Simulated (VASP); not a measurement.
# AgO (F-43m) in VASP: a series of runs

The runs below take AgO through single point, with PBEsol.

Everything below comes from runs of VASP 6.6.1. Logs are shortened: lines on timing, memory, paths and dates and some standing lists are left out, and cuts for length are marked.

**1. The crystal as given**

It takes space group F-43m (No. 216, cubic). The conventional cell has a = 4.949 Å, b = 4.949 Å, c = 4.949 Å, α = 90.00°, β = 90.00°, γ = 90.00°. Around Ag (site symmetry -43m) lie 4 O at 2.14 Å. O (site symmetry -43m) is surrounded by 4 Ag at 2.14 Å.

**2. Single point, PBEsol (equal strain along all axes, cell held, atoms relaxed: +3.0 %)**

The input, INCAR:

```
SYSTEM = AgO
ALGO = Fast
EDIFF = 1E-6
ENCUT = 520
GGA = PS
ISIF = 2
ISMEAR = 0
LASPH = .True.
LCHARG = .False.
LREAL = .False.
LWAVE = .False.
NBANDS = 25
NELM = 100
PREC = Accurate
SIGMA = 0.1
```

The input, KPOINTS:

```
k-points
0
Gamma
  12 12 8
  0 0 0
```

The input, POSCAR:

```
AgO
1.0
    2.5489079970      2.5489079970      0.0000000000
   -2.5489079970      2.5489079970      0.0000000000
    0.0000000000      0.0000000000      5.0978159940
Ag O
2 2
Direct
    0.0000000000      0.0000000000      0.0000000000
    0.5000000000      0.5000000000      0.5000000000
    0.5000000000      0.0000000000      0.2500000000
    0.0000000000      0.5000000000      0.7500000000
```

Potentials or basis: VASP PAW PBE potentials, release 64 (Ag, O).

On the command line:

```sh
$ cat potpaw_PBE.64/Ag/POTCAR potpaw_PBE.64/O/POTCAR > POTCAR
$ mpirun -np 1 vasp_std > vasp.out
```

OUTCAR:

```text
SYSTEM = AgO
   EDIFF = 1E-6
   ENCUT = 520
   GGA = PS
   ISIF = 2
   ISMEAR = 0
   LASPH = .True.
   LREAL = .False.
   NELM = 100
   PREC = Accurate

 ion  position               nearest neighbor table
   1  0.000  0.000  0.000-   3 2.21   4 2.21   4 2.21   3 2.21   2 3.60   2 3.60   2 3.60   2 3.60
                             2 3.60   2 3.60   2 3.60   2 3.60
   2  0.500  0.500  0.500-   3 2.21   4 2.21   3 2.21   4 2.21   1 3.60   1 3.60   1 3.60   1 3.60
                             1 3.60   1 3.60   1 3.60   1 3.60
   3  0.500  0.000  0.250-   1 2.21   2 2.21   2 2.21   1 2.21
   4  0.000  0.500  0.750-   1 2.21   2 2.21   1 2.21   2 2.21

  LATTYP: Found a simple tetragonal cell.
 ALAT       =     3.6047002586
 C/A-ratio  =     1.4142135624

  Lattice vectors:

 A1 = (   2.5489079970,   2.5489079970,   0.0000000000)
 A2 = (  -2.5489079970,   2.5489079970,   0.0000000000)
 A3 = (   0.0000000000,   0.0000000000,   5.0978159940)

Analysis of symmetry for initial positions (statically):
=====================================================================
 Subroutine PRICEL returns following result:

  LATTYP: Found a face centered cubic cell.
 ALAT       =     5.0978159940

  Lattice vectors:

 A1 = (   0.0000000000,  -2.5489079970,  -2.5489079970)
 A2 = (   2.5489079970,   0.0000000000,  -2.5489079970)
 A3 = (   2.5489079970,  -2.5489079970,   0.0000000000)

   2 primitive cells build up your supercell.

 Routine SETGRP: Setting up the symmetry group for a
 simple tetragonal supercell.

 Subroutine GETGRP returns: Found  8 space group operations
 (whereof  8 operations were pure point group operations)
 out of a pool of 16 trial point group operations.

The static configuration has the point symmetry D_2d.

Analysis of symmetry for dynamics (positions and initial velocities):
=====================================================================
 Subroutine PRICEL returns following result:

  LATTYP: Found a face centered cubic cell.
 ALAT       =     5.0978159940

  Lattice vectors:

 A1 = (   0.0000000000,  -2.5489079970,  -2.5489079970)
 A2 = (   2.5489079970,   0.0000000000,  -2.5489079970)
 A3 = (   2.5489079970,  -2.5489079970,   0.0000000000)

   2 primitive cells build up your supercell.

 Routine SETGRP: Setting up the symmetry group for a
 simple tetragonal supercell.

 Subroutine GETGRP returns: Found  8 space group operations
 (whereof  8 operations were pure point group operations)
 out of a pool of 16 trial point group operations.

The dynamic configuration has the point symmetry D_2d.

 Subroutine INISYM returns: Found  8 space group operations
 (whereof  8 operations are pure point group operations),
 and found     2 'primitive' translations

----------------------------------------------------------------------------------------

                                     Primitive cell

  volume of cell :      33.1202

  direct lattice vectors                    reciprocal lattice vectors
     0.000000000 -2.548907997 -2.548907997    -0.196162435 -0.196162435 -0.196162435
     2.548907997  0.000000000 -2.548907997     0.196162435  0.196162435 -0.196162435
     2.548907997 -2.548907997  0.000000000     0.196162435 -0.196162435  0.196162435

  length of vectors
     3.604700259  3.604700259  3.604700259     0.339763304  0.339763304  0.339763304

  position of ions in fractional coordinates (direct lattice)
     0.000000000  0.000000000  0.000000000
     0.250000000  0.250000000  0.250000000

  ion indices of the primitive-cell ions
   primitive index   ion index
                 1           1
                 2           3

----------------------------------------------------------------------------------------

 KPOINTS: k-points

Automatic generation of k-mesh.
 Grid dimensions read from file:
 generate k-points for:   12   12    8

 Generating k-lattice:

  Cartesian coordinates                     Fractional coordinates (reciprocal lattice)
     0.016346870  0.016346870  0.000000000     0.083333333  0.000000000  0.000000000
    -0.016346870  0.016346870  0.000000000     0.000000000  0.083333333  0.000000000
     0.000000000  0.000000000  0.024520304     0.000000000  0.000000000  0.125000000

  Length of vectors
     0.023117965  0.023117965  0.024520304

  Shift w.r.t. Gamma in fractional coordinates (k-lattice)
     0.000000000  0.000000000  0.000000000

 Subroutine IBZKPT returns following result:
 ===========================================

 Found    140 irreducible k-points:

 Following reciprocal coordinates:
            Coordinates               Weight
  0.000000  0.000000  0.000000      1.000000
  0.083333  0.000000  0.000000      4.000000
  0.166667  0.000000  0.000000      4.000000
  0.250000  0.000000  0.000000      4.000000
  0.333333  0.000000  0.000000      4.000000
  0.416667  0.000000  0.000000      4.000000
[... 16 lines left out ...]
  0.333333  0.333333  0.000000      4.000000
  0.416667  0.333333  0.000000      8.000000
 [... further k-points ...]
   k-points           NKPTS =    140   k-points in BZ     NKDIM =    140   number of bands    NBANDS=     25
   number of dos      NEDOS =    301   number of ions     NIONS =      4
   total plane-waves  NPLWV =  31360
   dimension x,y,z NGX =    28 NGY =   28 NGZ =   40
   dimension x,y,z NGXF=    56 NGYF=   56 NGZF=   80
   ions per type =               2   2
   NGX,Y,Z   is equivalent  to a cutoff of  12.91, 12.91, 13.04 a.u.
   NGXF,Y,Z  is equivalent  to a cutoff of  25.83, 25.83, 26.09 a.u.
 SYSTEM =  AgO
   PREC   = accura    normal or accurate (medium, high low for compatibility)
   ISTART =      0    job   : 0-new  1-cont  2-samecut
   ICHARG =      2    charge: 1-file 2-atom 10-const
   ISPIN  =      1    spin polarized calculation?
   LNONCOLLINEAR =      F non collinear calculations
   LSORBIT =      F    spin-orbit coupling
   LASPH  =      T    aspherical Exc in radial PAW
   ENCUT  =  520.0 eV  38.22 Ry    6.18 a.u.   6.70  6.70  9.48*2*pi/ulx,y,z
   NELM   =    100;   NELMIN=  2; NELMDL= -5     # of ELM steps
   EDIFF  = 0.1E-05   stopping-criterion for ELM
   LREAL  =      F    real-space projection
   EDIFFG = 0.1E-04   stopping-criterion for IOM
   NSW    =      0    number of steps for IOM
   IBRION =     -1    ionic relax: 0-MD 1-quasi-New 2-CG
   NFREE  =      0    steps in history (QN), initial steepest desc. (CG)
   ISIF   =      2    stress and relaxation
   ISYM   =      2    0-nonsym 1-usesym 2-fastsym
   POTIM  = 0.5000    time-step for ionic-motion
   TEBEG  =    0.0;   TEEND  =   0.0 temperature during run
   PSTRESS=    0.0 pullay stress
   NELECT =      34.0000    total number of electrons
   NUPDOWN=      -1.0000    fix difference up-down
   EMIN   =  10.00;   EMAX   =-10.00  energy-range for DOS
   EFERMI =   0.00;   METHOD = LEGACY
   ISMEAR =     0;   SIGMA  =   0.10  broadening in eV -4-tet -1-fermi 0-gaus
   EFERMI_NEDOS =   21; number of points for ismear=-14 and -15
   IALGO  =     68    algorithm
   IMIX   =      4    mixing-type and parameters
     AMIX     =   0.40;   BMIX     =  1.00
     AMIX_MAG =   1.60;   BMIX_MAG =  1.00
  volume/ion in A,a.u.               =      16.56       111.75
  Fermi-wavevector in a.u.,A,eV,Ry     =   1.310771  2.476999 23.376467  1.718122
  Thomas-Fermi vector in A             =   2.441279
   LORBIT       =      0    0 simple, 1 ext, 2 COOP (PROOUT), +10 PAW based schemes
   GGA     = PS    functional components
   LHFCALC =     F    Hartree Fock is set to
   AEXX    =    0.0000 exact exchange contribution
   IVDW    =     0    specifies the selected vdW correction
   LEPSILON=     F    determine dielectric tensor
   LRPA    =     F    only Hartree local field effects (RPA)
 non-spin polarized calculation
 RMM-DIIS sequential band-by-band and
 Gauss-broadening in eV      SIGMA  =   0.10
  energy-cutoff  :      520.00
  volume of cell :       66.24
 maximum number of plane-waves:      1805
 NGX is ok and might be reduce to    28
   NGX = 13   NGY = 13   NGZ = 19

 number of electron      34.0000007 magnetization

 Free energy of the ion-electron system (eV)
  ---------------------------------------------------
  ext. energy  EPLUGINS =         0.00000000
  ---------------------------------------------------
  free energy    TOTEN  =       -16.02138666 eV

  energy without entropy =      -15.99411582  energy(sigma->0) =      -16.00775124

 E-fermi :   2.7386     XC(G=0): -10.3398

 val. band max:        2.7309071855   @ k =   0.5000   0.0000   0.5000
 cond. band min:       2.7416978321   @ k =   0.3333   0.0833   0.1250
 fundamental gap:      0.0107906466
 Fermi energy:         2.7385560367

 k-point     1 :       0.0000    0.0000    0.0000
  band No.  band energies     occupation
      1     -14.4801      2.00000
      2     -14.1595      2.00000
      3      -2.2430      2.00000
      4      -2.1095      2.00000
      5      -2.1095      2.00000
      6      -2.1092      2.00000
[... 17 lines left out ...]
     24      15.2683      0.00000
     25      15.9685      0.00000

 k-point     2 :       0.0833    0.0000    0.0000
  band No.  band energies     occupation
      1     -14.4690      2.00000
      2     -14.1597      2.00000
      3      -2.2068      2.00000
      4      -2.1218      2.00000
      5      -2.0942      2.00000
      6      -2.0850      2.00000
[... 17 lines left out ...]
     24      15.5412      0.00000
     25      15.5410      0.00000

 k-point     3 :       0.1667    0.0000    0.0000
  band No.  band energies     occupation
      1     -14.4372      2.00000
      2     -14.1611      2.00000
      3      -2.1424      2.00000
      4      -2.1134      2.00000
      5      -2.0499      2.00000
      6      -2.0193      2.00000
[... 17 lines left out ...]
     24      15.3123      0.00000
     25      15.4696      0.00000

 k-point     4 :       0.2500    0.0000    0.0000
  band No.  band energies     occupation
      1     -14.3903      2.00000
      2     -14.1662      2.00000
      3      -2.1328      2.00000
      4      -2.0012      2.00000
      5      -1.9802      2.00000
      6      -1.9313      2.00000
[... 17 lines left out ...]
     24      14.7484      0.00000
     25      15.3974      0.00000

 k-point     5 :       0.3333    0.0000    0.0000
  band No.  band energies     occupation
      1     -14.3359      2.00000
      2     -14.1786      2.00000
      3      -2.0532      2.00000
      4      -1.9039      2.00000
      5      -1.8905      2.00000
      6      -1.8491      2.00000
[... 17 lines left out ...]
     24      13.8499      0.00000
     25      15.5589      0.00000

 k-point     6 :       0.4167    0.0000    0.0000
  band No.  band energies     occupation
      1     -14.2824      2.00000
      2     -14.2013      2.00000
      3      -1.8765      2.00000
      4      -1.8340      2.00000
      5      -1.7987      2.00000
      6      -1.7852      2.00000
[... 17 lines left out ...]
     24      12.9250      0.00000
     25      15.8168      0.00000
[... 393 lines left out ...]
 k-point    21 :       0.4167    0.2500    0.0000
  band No.  band energies     occupation
      1     -14.2315      2.00000
      2     -14.1751      2.00000
      3      -2.2059      2.00000
      4      -1.9892      2.00000
      5      -1.4596      2.00000
      6      -1.3766      2.00000
[... 17 lines left out ...]
     24      13.5510      0.00000
     25      14.0454      0.00000

 k-point    22 :       0.5000    0.2500    0.0000
  band No.  band energies     occupation
      1     -14.1979      2.00000
      2     -14.1979      2.00000
      3      -2.0978      2.00000
      4      -2.0978      2.00000
      5      -1.3968      2.00000
      6      -1.3968      2.00000
[... 17 lines left out ...]
     24      12.9221      0.00000
     25      14.6855      0.00000

 k-point    23 :       0.3333    0.3333    0.0000
  band No.  band energies     occupation
      1     -14.2367      2.00000
      2     -14.1599      2.00000
      3      -2.2903      2.00000
      4      -1.9980      2.00000
      5      -1.3949      2.00000
      6      -1.3946      2.00000
[... 17 lines left out ...]
     24      13.5137      0.00000
     25      14.4335      0.00000

 k-point    24 :       0.4167    0.3333    0.0000
  band No.  band energies     occupation
      1     -14.2037      2.00000
      2     -14.1642      2.00000
      3      -2.2543      2.00000
      4      -2.0911      2.00000
      5      -1.2695      2.00000
      6      -1.2433      2.00000
[... 17 lines left out ...]
     24      13.8260      0.00000
     25      14.1851      0.00000

 [... further k-points ...]
[... 5 lines left out ...]
  --------------------------------------------------------------------------------------
  -------------------------------------------------------------------------------------
  Total       -3.2078259     -3.2078259     -3.2104026      0.0000000      0.0000000      0.0000000
  in kB      -77.5887762    -77.5887762    -77.6510989      0.0000000      0.0000000      0.0000000
  external PRESSURE =     -77.6095504 kB  Pullay stress =       0.0000000 kB

 VOLUME and BASIS-vectors are now :
 -----------------------------------------------------------------------------
  energy-cutoff  :      520.00
  volume of cell :       66.24
      direct lattice vectors                 reciprocal lattice vectors
     2.548907997  2.548907997  0.000000000     0.196162435  0.196162435  0.000000000
    -2.548907997  2.548907997  0.000000000    -0.196162435  0.196162435  0.000000000
     0.000000000  0.000000000  5.097815994     0.000000000  0.000000000  0.196162435

 POSITION                                       TOTAL-FORCE (eV/Angst)
 -----------------------------------------------------------------------------------
      0.00000      0.00000      0.00000         0.000000      0.000000     -0.000000
      0.00000      2.54891      2.54891        -0.000000     -0.000000     -0.000000
      1.27445      1.27445      1.27445        -0.000000     -0.000000      0.000000
     -1.27445      1.27445      3.82336        -0.000000     -0.000000      0.000000
 -----------------------------------------------------------------------------------
    total drift:                               -0.000000      0.000000      0.000000

  FREE ENERGIE OF THE ION-ELECTRON SYSTEM (eV)
  ---------------------------------------------------
  free  energy   TOTEN  =       -16.0213866622 eV

  energy  without entropy=      -15.9941158197  energy(sigma->0) =      -16.00775124
```

Run time: 81 s. Hardware: 1 thread of Intel Xeon 6975P-C (Granite Rapids), shared host; peak memory 0.31 GiB.

What came out:

- Free energy: -16.0214 eV
- Pressure: -7.8 GPa
- Band gap on the k mesh: none (metal or under the smearing width)

Caveat: the PAW data sets were made with another functional, which shifts forces and pressure a little.

(Continued in part 2 of 2.)
